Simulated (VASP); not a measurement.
# AlN: dielectric tensor with LDA

AlN:

```
CELL_PARAMETERS angstrom
3.11300 0.00000 0.00000
-1.55650 2.69594 0.00000
0.00000 0.00000 4.98100
ATOMIC_POSITIONS crystal
Al 0.33333 0.66667 0.00000
Al 0.66667 0.33333 0.50000
N 0.33333 0.66667 0.38000
N 0.66667 0.33333 0.88000
```

```yaml
Program: VASP 6.6.1
Task: dielectric tensor
Functional: LDA
Potentials_or_basis: VASP PAW LDA potentials, release 64 (Al, N)
Cutoff: 520 eV
k_mesh: 9 × 9 × 6
Occupations: gaussian, width 0.02 eV
Spin: no spin polarisation
Further_INCAR_settings: ALGO = Fast; EDIFF = 1e-08
```

The band gap on the k mesh is 4.25 eV, direct, the electronic dielectric tensor (diagonal) is 4.45, 4.45, 4.64 and the born charges (mean of the diagonal) is Al +2.57; N -2.57 e.

Levels at points of the mesh, in eV from the valence-band top:
```csv
k point,band 5,band 6,band 7,band 8,band 9,band 10,band 11,band 12
"(0.00, 0.00, 0.00)",-0.84,-0.18,-0.18,0.00,4.25,6.55,10.48,10.96
"(0.00, 0.00, 0.50)",-0.52,-0.52,-0.52,-0.52,6.42,6.42,10.16,10.16
```

Electronic dielectric tensor:
```
4.45 0.00 0.00
0.00 4.45 0.00
0.00 0.00 4.64
```

Born effective charge tensors (e):
atom 1, Al
```
2.51 0.00 0.00
0.00 2.51 0.00
0.00 0.00 2.67
```
atom 2, Al
```
2.51 0.00 0.00
0.00 2.51 0.00
0.00 0.00 2.67
```
atom 3, N
```
-2.51  0.00  0.00
 0.00 -2.51  0.00
 0.00  0.00 -2.67
```
atom 4, N
```
-2.51  0.00  0.00
 0.00 -2.51  0.00
 0.00  0.00 -2.67
```

Wall time 2.1 min on 1 thread of Intel(R) Xeon(R) Platinum 8375C CPU @ 2.90GHz (Ice Lake) (shared host), peak memory 0.29 GiB.

The gap isn't set beside the measured one, since this odd mesh misses points on the zone boundary.

Caveat: an odd mesh through Γ misses points on the zone boundary, where band edges often lie.
